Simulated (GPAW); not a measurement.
Write an ASE script for GPAW 26.7.0 that does the following.

```yaml
Task: single point
Functional: PBE
Potentials_or_basis: GPAW PAW data sets (gpaw-data 1.2.1)
Cutoff: 500 eV
Basis: pw
k_mesh: 7 × 7 × 7
Occupations: fermi-dirac, width 0.01 eV
Spin: no spin polarisation
Maxiter: 150
```

The system is ZnSe (Stilleite).

```
Se Zn
1.0
     0.00000    2.83380    2.83380
     2.83380    0.00000    2.83380
     2.83380    2.83380    0.00000
Se Zn
1 1
Direct
  0.75000 0.75000 0.75000
  0.00000 0.00000 0.00000
```

One way to write it, as run:

run.py

```python
from ase import Atoms
from ase.dft.bandgap import bandgap
from ase.io import write
from ase.units import GPa
from gpaw import GPAW, PW

atoms = Atoms(['Se', 'Zn'],
              cell=[[0.0, 2.8338, 2.8338],
                    [2.8338, 0.0, 2.8338],
                    [2.8338, 2.8338, 0.0]],
              scaled_positions=[[0.75, 0.75, 0.75],
                                [0.0, 0.0, 0.0]],
              pbc=True)

calc = GPAW(mode=PW(500),
            xc='PBE',
            kpts={'size': (7, 7, 7), 'gamma': True},
            occupations={'name': 'fermi-dirac', 'width': 0.01},
            nbands=18,
            convergence={'density': 1e-05, 'energy': 1e-05},
            maxiter=150,
            txt='gpaw.txt')
atoms.calc = calc
energy = atoms.get_potential_energy()
forces = atoms.get_forces()
stress = atoms.get_stress()
calc.write('gs.gpw')
write('result.traj', atoms)
print(f'Energy: {energy:.6f} eV')
print('Forces (eV/A):')
print(forces.round(4))
print('Stress (GPa):', (stress / GPa).round(3))
print('Fermi level:', round(calc.get_fermi_level(), 4), 'eV')
print(f'Gap: {bandgap(calc)[0]:.4f} eV, direct: {bandgap(calc, direct=True)[0]:.4f} eV')
```

Potentials or basis: GPAW PAW data sets (gpaw-data 1.2.1), pw.

Run with:

```sh
$ OMP_NUM_THREADS=1 python run.py
```

It gave:

```json
{"Pressure": "1.9 GPa", "Band gap on the k mesh": "1.30 eV, direct"}
```

Caveat: the cutoff is short for stress and forces, so pressures can be off by a GPa or more.

Wall time 11 s on 1 thread of Arm Neoverse V1, on a shared host, peak memory 0.13 GiB.
